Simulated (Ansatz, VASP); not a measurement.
Two plane-wave programs on Si

```xyz
2
Lattice="0.0000 2.7351 2.7351 2.7351 0.0000 2.7351 2.7351 2.7351 0.0000" Properties=species:S:1:pos:R:3 pbc="T T T"
Si    0.0000    0.0000    0.0000
Si    1.3676    1.3676    1.3676
```

Alike in both runs: task single point; functional PBE; k mesh 6 × 6 × 6; no spin polarisation.

|  | VASP | Ansatz |
| --- | --- | --- |
| version | VASP 6.6.1 | Ansatz 0.2.0 |
| potentials or method | VASP PAW PBE potentials, release 64 (Si) | plane waves, PAW |
| plane-wave cutoff (eV) | 520 | 420 |
| occupations | gaussian, width 0.01 eV | fixed |
| valence electrons in the cell | 8 | 8 |

Ansatz gave:

```
gap on the k mesh at the Fermi level (eV) : 0.75
pressure (GPa)                            : 0.1
```

Q: Which values does VASP return?

A: gap on the k mesh at the Fermi level (eV): 0.75; pressure (GPa): 0.0.

A k mesh can miss the band edges.
